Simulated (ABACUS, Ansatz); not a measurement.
# Fitting the PBEsol energy curve of SrO

```yaml
crystal:
  lattice:
    - [0.00000, 2.56630, 2.56630]
    - [2.56630, 0.00000, 2.56630]
    - [2.56630, 2.56630, 0.00000]
  atoms:
    - { symbol: Sr, position: [0.50000, 0.50000, 0.50000] }
    - { symbol: O, position: [0.00000, 0.00000, 0.00000] }
```

The cell was scaled at fixed shape and fractions and run with Ansatz, PseudoDojo stringent, cutoff 1252 eV; PBEsol, k mesh 9 × 9 × 9 on the cell of 2 atoms, fermi-dirac occupations of 0.05 eV, no spin polarisation, no spin-orbit coupling. The potentials were made for PBE. Energies are those that the program minimises, any entropy of the smearing included.

```csv
V (Å³/atom),energy over the lowest row (meV/atom)
15.8873,15.097
16.2253,5.434
16.5634,?
16.9014,0.000
17.2394,3.270
17.5774,9.973
17.9155,19.752
```

Q: Fit the third-order Birch-Murnaghan form, give V0, B0 and B′, and predict the energy left open.

A: With y = (V0/V)^(2/3), E = E0 + (9 V0 B0/16) [(y - 1)³ B′ + (y - 1)² (6 - 4y)]. Least squares through the rows shown give V0 = 16.7787 Å³/atom, E0 = -0.259 meV, B0 = 93.96 GPa (1 eV/Å³ = 160.218 GPa) and B′ = 4.54, with a largest miss of 0.003 meV. At V = 16.5634 the form with these constants gives 0.571 meV; the run gave 0.571 meV an atom. Other set-ups at this level, from all their volumes (Å³/atom, GPa): ABACUS, PseudoDojo NC SR 0.4.1 PBEsol standard, plane waves: V0 16.768, B0 94.05; Ansatz, Ansatz PAW (made for PBE): V0 16.801, B0 93.67; Ansatz, JTH PAW (made for PBE): V0 16.775, B0 93.91; Ansatz, PseudoDojo standard (made for PBE): V0 16.769, B0 94.04.
